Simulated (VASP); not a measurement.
# BN in VASP: one cell, several levels of theory

The known phase of BN with 4 atoms a cell is computed at one geometry. Runs: PBE, r2SCAN.

The COD entry's cell or inner coordinates are ideal or old and differ from later refinements, so a difference from it is no clean test against experiment.

Program: VASP 6.6.1. PAW datasets, plane waves. Spin-unpolarised throughout; all numbers are computed.

### 1 Starting point

The cell comes from an earlier relaxation with r2SCAN in another program, then strained, with the atoms relaxed again.

The symmetry is P6_3mc (No. 186, hexagonal); conventional cell a = 2.544 Å, c = 4.208 Å, 5.90 Å³ an atom. B has 4 N at 1.56–1.58 Å; N has 4 B at 1.56–1.58 Å.

Structure file:

```xyz
4
Lattice="2.5439 0.0000 0.0000 -1.2720 2.2031 0.0000 0.0000 0.0000 4.2078" Properties=species:S:1:pos:R:3 pbc="T T T"
B     1.2720    0.7344    0.0009
B     0.0000    1.4687    2.1048
N     1.2720    0.7344    1.5771
N     0.0000    1.4687    3.6810
```

### 2 Single point with PBE

INCAR

```
ENCUT = 520.000000
SIGMA = 0.020000
EDIFF = 1.00e-07
GGA = PE
PREC = Accurate
IBRION = -1
ISIF = 2
ISMEAR = -1
NBANDS = 16
NELM = 120
NSW = 0
LASPH = .TRUE.
LCHARG = .FALSE.
LWAVE = .FALSE.
LREAL = .FALSE.
```

KPOINTS

```
KPOINTS created by Atomic Simulation Environment
0
Gamma
12 12 6
0 0 0
```

KPOINTS_OPT

```
special points
7
Reciprocal
0.0000000000 0.0000000000 0.0000000000 1
0.5000000000 0.0000000000 0.0000000000 1
0.3333333333 0.3333333333 0.0000000000 1
0.0000000000 0.0000000000 0.5000000000 1
0.5000000000 0.0000000000 0.5000000000 1
0.3333333333 0.3333333333 0.5000000000 1
0.1000000000 0.0000000000 0.0000000000 1
```

POSCAR

```
B  N
 1.0000000000000000
     2.5439493142340242    0.0000000000000000    0.0000000000000000
    -1.2719746571170121    2.2031247320666667   -0.0000000000000000
     0.0000000000000000   -0.0000000000000000    4.2078167784816056
 B   N
   2   2
Cartesian
  1.2719746571170119  0.7343749106888888  0.0008566025894533
 -0.0000000000000000  1.4687498213777777  2.1047649918302564
  1.2719746571170119  0.7343749106888888  1.5770746893411491
 -0.0000000000000000  1.4687498213777777  3.6809830785819524
```

Potentials: the recommended PBE PAW datasets, 16 valence electrons in the neutral cell.

Started as:

```console
> mpirun -np 1 vasp_std
```

### 3 r2SCAN at this geometry

INCAR

```
ENCUT = 520.000000
SIGMA = 0.010000
EDIFF = 1.00e-07
ALGO = Normal
METAGGA = R2SCAN
PREC = Accurate
IBRION = -1
ISIF = 2
ISMEAR = 0
NBANDS = 16
NELM = 120
NSW = 0
LASPH = .TRUE.
LCHARG = .TRUE.
LELF = .TRUE.
LWAVE = .FALSE.
LREAL = .FALSE.
```

KPOINTS is that of step 2.

KPOINTS_OPT is that of step 2.

POSCAR is that of step 2.

What does the calculation give? Wanted: for each run, gap; pressure.

The runs gave:

| level | gap (eV) | pressure (GPa) |
| --- | --- | --- |
| PBE | 5.19 | 4.94 |
| r2SCAN | 5.72 | 1.12 |

The gap spans 5.19 eV (PBE) to 5.72 eV (r2SCAN). At this one volume the pressure spans 1.1 GPa (r2SCAN) to 4.9 GPa (PBE): PBE wants the largest cell and r2SCAN the smallest.
